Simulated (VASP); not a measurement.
Runs of VASP 6.6.1 on BAs. It takes space group F-43m (No. 216, cubic). Conventional cell: a = 4.777 Å, b = 4.777 Å, c = 4.777 Å, α = 90.00°, β = 90.00°, γ = 90.00°. As (site symmetry -43m) is surrounded by 4 B at 2.07 Å. Around B (site symmetry -43m) lie 4 As at 2.07 Å. 

| task | level | potentials or basis | spin | cell | k mesh | cutoff (eV) | smearing | grid for exact exchange (PRECFOCK) | exchange at q = 0 | share of exact exchange | other keys | mesh quality | gap on the mesh (eV) | pressure (GPa) | relaxed volume (Å³/atom) |
| --- | --- | --- | --- | --- | --- | --- | --- | --- | --- | --- | --- | --- | --- | --- | --- |
| band structure | PBEsol0 | VASP PAW PBE potentials, release 64 (As, B) | off | as given | 5 × 5 × 5 | 520 | fermi-dirac 0.05 eV | Fast | default | - | - | coarse | 2.51 | (b) | - |
| single point | LDA | VASP PAW LDA potentials, release 64 (As, B) | off | as given | 10 × 10 × 10 | 520 | fermi-dirac 0.05 eV | - | - | - | - | not flagged | 1.12 | -3.1 | - |
| relaxation of cell and atoms | rSCAN | VASP PAW PBE potentials, release 64 (As, B) | off | relaxed | 10 × 10 × 10 | 600 | fermi-dirac 0.05 eV | - | - | - | - | not flagged | 1.39 | 0.0 | 13.69 |
| band structure | rSCAN | VASP PAW PBE potentials, release 64 (As, B) | off | as given | 10 × 10 × 10 | 520 | fermi-dirac 0.05 eV | - | - | - | - | not flagged | 1.38 | (a) | - |
| band structure | SCAN | VASP PAW PBE potentials, release 64 (As, B) | SOC, no magnetisation | as given | 7 × 7 × 7 | 520 | fermi-dirac 0.05 eV | - | - | - | - | not flagged | - | 0.2 | - |
| relaxation of cell and atoms | PBE-EpsX | VASP PAW PBE potentials, release 64 (As, B) | off | relaxed | 5 × 5 × 5 | 600 | fermi-dirac 0.05 eV | Fast | default | 0.1013 | - | coarse | 1.74 | 0.0 | 13.80 |
| single point | LDA | VASP PAW LDA potentials, release 64 (As, B) | off | as given | 10 × 10 × 10 | 520 | gaussian 0.1 eV | - | - | - | - | not flagged | 1.12 | -3.1 | - |

Task: Estimate the missing entries.

Result: (a) 0.6; (b) -2.9.

Caveats: some runs use coarse meshes; the PAW data sets were made with another functional, which shifts forces and pressure a little (some runs); an odd mesh through Γ misses points on the zone boundary, where band edges often lie (some runs); an unscreened hybrid on a path of extra k points without a Coulomb cutoff has errors near the mesh points, so the bands along the path aren't reliable (some runs).

A k mesh can miss the band edges, and rows without SOC leave out spin-orbit coupling on As.
